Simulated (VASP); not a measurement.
# HgS in VASP: a series of runs, part 2 of 2

VASP 6.6.1. Earlier steps stand in the parts before.

### 3 Single point, LDA

File INCAR:

```
PREC = Accurate ; ENCUT = 520
EDIFF = 1E-6 ; ISMEAR = -1
SIGMA = 0.1 ; LREAL = F
LASPH = T ; NELM = 100
ALGO = Normal ; ISIF = 2
LWAVE = F ; LCHARG = F
LDIPOL = T ; IDIPOL = 3
DIPOL = 0.5 0.5 0.500 ; EFIELD = -0.3
NBANDS = 26
```

File KPOINTS:

```
regular mesh
0
Gamma
  4 4 1
```

File POSCAR:

```
HgS
1.0
    3.9467380000      0.0000000000      0.0000000000
    1.9733690000      3.4179753701      0.0000000000
    0.0000000000      0.0000000000     18.8337471242
Hg S
2 2
Direct
    0.0000000000      0.0000000000      0.3716732498
    0.3333333333      0.3333333333      0.5427755834
    0.6666666667      0.6666666667      0.4572244166
    1.0000000000      0.0000000000      0.6283267502
```

Potentials or basis: VASP PAW LDA potentials, release 64 (Hg, S).

Command:

```
> cat potpaw_LDA.64/Hg/POTCAR potpaw_LDA.64/S/POTCAR > POTCAR
> mpirun -np 1 vasp_std > vasp.out
```

OUTCAR:

```text
PREC = Accurate
   ENCUT = 520
   EDIFF = 1E-6
   ISMEAR = -1
   LREAL = F
   LASPH = T
   NELM = 100
   ISIF = 2

 ion  position               nearest neighbor table
   1  0.000  0.000  0.372-   3 2.79   3 2.79   3 2.79
   2  0.333  0.333  0.543-   4 2.79   3 2.79   3 2.79   4 2.79   4 2.79   3 2.79
   3  0.667  0.667  0.457-   2 2.79   1 2.79   2 2.79   1 2.79   1 2.79   2 2.79
   4  0.000  0.000  0.628-   2 2.79   2 2.79   2 2.79

  LATTYP: Found a hexagonal cell.
 ALAT       =     3.9467380000
 C/A-ratio  =     4.7719780548

  Lattice vectors:

 A1 = (  -1.9733690000,  -3.4179753701,   0.0000000000)
 A2 = (   3.9467380000,   0.0000000000,   0.0000000000)
 A3 = (   0.0000000000,   0.0000000000,  18.8337471242)

Analysis of symmetry for initial positions (statically):
=====================================================================
 Subroutine PRICEL returns:
 Original cell was already a primitive cell.

 Routine SETGRP: Setting up the symmetry group for a
 hexagonal supercell.

 Subroutine GETGRP returns: Found  6 space group operations
 (whereof  6 operations were pure point group operations)
 out of a pool of 24 trial point group operations.

The static configuration has the point symmetry C_3v.

Analysis of symmetry for dynamics (positions and initial velocities):
=====================================================================
 An external electric field (EFIELD) may reduce the allowed symmetry operations
 Subroutine PRICEL returns:
 Original cell was already a primitive cell.

 Routine SETGRP: Setting up the symmetry group for a
 hexagonal supercell.

 Subroutine GETGRP returns: Found  6 space group operations
 (whereof  6 operations were pure point group operations)
 out of a pool of 24 trial point group operations.

The dynamic configuration has the point symmetry C_3v.

 Subroutine INISYM returns: Found  6 space group operations
 (whereof  6 operations are pure point group operations),
 and found     1 'primitive' translations

----------------------------------------------------------------------------------------

                                     Primitive cell

  volume of cell :     254.0645

  direct lattice vectors                    reciprocal lattice vectors
     3.946738000  0.000000000  0.000000000     0.253373799 -0.146285431  0.000000000
     1.973369000  3.417975370  0.000000000     0.000000000  0.292570862  0.000000000
     0.000000000  0.000000000 18.833747124     0.000000000  0.000000000  0.053096179

  length of vectors
     3.946738000  3.946738000 18.833747124     0.292570862  0.292570862  0.053096179

  position of ions in fractional coordinates (direct lattice)
     0.000000000  0.000000000  0.371673250
     0.333333333  0.333333333  0.542775583
     0.666666667  0.666666667  0.457224417
     0.000000000  0.000000000  0.628326750

  ion indices of the primitive-cell ions
   primitive index   ion index
                 1           1
                 2           2
                 3           3
                 4           4

----------------------------------------------------------------------------------------

[... 25 lines left out ...]
            Coordinates               Weight
  0.000000  0.000000  0.000000      1.000000
  0.250000  0.000000  0.000000      6.000000
  0.500000  0.000000  0.000000      3.000000
  0.500000  0.250000  0.000000      6.000000
   k-points           NKPTS =      4   k-points in BZ     NKDIM =      4   number of bands    NBANDS=     26
   number of dos      NEDOS =    301   number of ions     NIONS =      4
   total plane-waves  NPLWV = 126000
   dimension x,y,z NGX =    30 NGY =   30 NGZ =  140
   dimension x,y,z NGXF=    60 NGYF=   60 NGZF=  280
   ions per type =               2   2
   NGX,Y,Z   is equivalent  to a cutoff of  12.64, 12.64, 12.36 a.u.
   NGXF,Y,Z  is equivalent  to a cutoff of  25.27, 25.27, 24.72 a.u.
 SYSTEM =  unknown system
   PREC   = accura    normal or accurate (medium, high low for compatibility)
   ISTART =      0    job   : 0-new  1-cont  2-samecut
   ICHARG =      2    charge: 1-file 2-atom 10-const
   ISPIN  =      1    spin polarized calculation?
   LNONCOLLINEAR =      F non collinear calculations
   LSORBIT =      F    spin-orbit coupling
   LASPH  =      T    aspherical Exc in radial PAW
   ENCUT  =  520.0 eV  38.22 Ry    6.18 a.u.   7.34  7.34 35.02*2*pi/ulx,y,z
   NELM   =    100;   NELMIN=  2; NELMDL= -5     # of ELM steps
   EDIFF  = 0.1E-05   stopping-criterion for ELM
   LREAL  =      F    real-space projection
   EDIFFG = 0.1E-04   stopping-criterion for IOM
   NSW    =      0    number of steps for IOM
   IBRION =     -1    ionic relax: 0-MD 1-quasi-New 2-CG
   NFREE  =      0    steps in history (QN), initial steepest desc. (CG)
   ISIF   =      2    stress and relaxation
   ISYM   =      2    0-nonsym 1-usesym 2-fastsym
   POTIM  = 0.5000    time-step for ionic-motion
   TEBEG  =    0.0;   TEEND  =   0.0 temperature during run
   PSTRESS=    0.0 pullay stress
   NELECT =      36.0000    total number of electrons
   NUPDOWN=      -1.0000    fix difference up-down
   EMIN   =  10.00;   EMAX   =-10.00  energy-range for DOS
   EFERMI =   0.00;   METHOD = LEGACY
   ISMEAR =    -1;   SIGMA  =   0.10  broadening in eV -4-tet -1-fermi 0-gaus
   EFERMI_NEDOS =   21; number of points for ismear=-14 and -15
   IALGO  =     38    algorithm
   IMIX   =      4    mixing-type and parameters
     AMIX     =   0.40;   BMIX     =  1.00
     AMIX_MAG =   1.60;   BMIX_MAG =  1.00
  volume/ion in A,a.u.               =      63.52       428.63
  Fermi-wavevector in a.u.,A,eV,Ry     =   0.853482  1.612847  9.910912  0.728431
  Thomas-Fermi vector in A             =   1.969931
   LORBIT       =      0    0 simple, 1 ext, 2 COOP (PROOUT), +10 PAW based schemes
   GGA     = CA    functional components
   LHFCALC =     F    Hartree Fock is set to
   AEXX    =    0.0000 exact exchange contribution
   IVDW    =     0    specifies the selected vdW correction
   LEPSILON=     F    determine dielectric tensor
   LRPA    =     F    only Hartree local field effects (RPA)
 non-spin polarized calculation
  energy-cutoff  :      520.00
  volume of cell :      254.06
 maximum number of plane-waves:      6893
 NGX is ok and might be reduce to    30
   NGX = 15   NGY = 15   NGZ = 71

 dipolmoment           0.000000      0.000000      0.039695 electrons x Angstroem

 number of electron      36.0000004 magnetization

 dipolmoment           0.000000      0.000000     -0.009813 electrons x Angstroem

 Free energy of the ion-electron system (eV)
  ---------------------------------------------------
  ext. energy  EPLUGINS =         0.00000000
  ---------------------------------------------------
  free energy    TOTEN  =        -9.33647061 eV

  energy without entropy =       -9.19449986  energy(sigma->0) =       -9.26548524

 E-fermi :  -2.8650     XC(G=0):  -4.5305

 val. band max:       -2.9972842159   @ k =   0.5000   0.0000   0.0000
 cond. band min:      -2.8607610025   @ k =   0.2500   0.0000   0.0000
 fundamental gap:      0.1365232134
 Fermi energy:        -2.8650449889

 k-point     1 :       0.0000    0.0000    0.0000
  band No.  band energies     occupation
      1     -15.7225      2.00000
      2     -14.3318      2.00000
      3      -9.4477      2.00000
      4      -9.3812      2.00000
      5      -9.3812      2.00000
      6      -9.0082      2.00000
[... 105 lines left out ...]
     25       3.7763      0.00000
     26       4.4284      0.00000

------------------------ aborting loop because EDIFF is reached ----------------------------------------

 vacuum level on the upper side and lower side of the slab       (xc-potential included)         2.673        -2.688

  FORCE on cell =-STRESS in cart. coord.  units (eV):
  Direction    XX          YY          ZZ          XY          YZ          ZX
  --------------------------------------------------------------------------------------
  -------------------------------------------------------------------------------------
  Total       -4.5030640     -4.5030640     -4.6775152      0.0000000      0.0000000      0.0000000
  in kB      -28.3971493    -28.3971493    -29.4972706      0.0000000      0.0000000      0.0000000
  external PRESSURE =     -28.7638564 kB  Pullay stress =       0.0000000 kB

 VOLUME and BASIS-vectors are now :
 -----------------------------------------------------------------------------
  energy-cutoff  :      520.00
  volume of cell :      254.06
      direct lattice vectors                 reciprocal lattice vectors
     3.946738000  0.000000000  0.000000000     0.253373799 -0.146285431  0.000000000
     1.973369000  3.417975370  0.000000000     0.000000000  0.292570862  0.000000000
     0.000000000  0.000000000 18.833747124     0.000000000  0.000000000  0.053096179

 POSITION                                       TOTAL-FORCE (eV/Angst)
 -----------------------------------------------------------------------------------
      0.00000      0.00000      7.00000         0.000000      0.000000      0.746958
      1.97337      1.13933     10.22250        -0.000000     -0.000000      1.108552
      3.94674      2.27865      8.61125         0.000000      0.000000     -0.238109
      0.00000      0.00000     11.83375         0.000000      0.000000     -1.617401
 -----------------------------------------------------------------------------------
    total drift:                                0.000000      0.000000     -0.000030

  FREE ENERGIE OF THE ION-ELECTRON SYSTEM (eV)
  ---------------------------------------------------
  free  energy   TOTEN  =        -9.3364706148 eV

  energy  without entropy=       -9.1944998574  energy(sigma->0) =       -9.26548524

 vacuum level on the upper side and lower side of the slab         5.662         0.304
```

Run time: 31 s. Hardware: 1 thread of Intel Xeon 6975P-C (Granite Rapids), shared host; peak memory 0.26 GiB.

What came out:

* Free energy: -9.3365 eV
* Largest force: 1.617 eV/Å
* Band gap on the k mesh: none (metal or under the smearing width)

Forces on the atoms (eV/Å):
```
Hg   0.000  0.000  0.747
Hg   0.000  0.000  1.109
S    0.000  0.000 -0.238
S    0.000  0.000 -1.617
```

Caveat: the k mesh is coarse (spacing up to 0.46 Å⁻¹), so the values aren't converged. The run has no spin-orbit coupling, so splittings on Hg are missing.
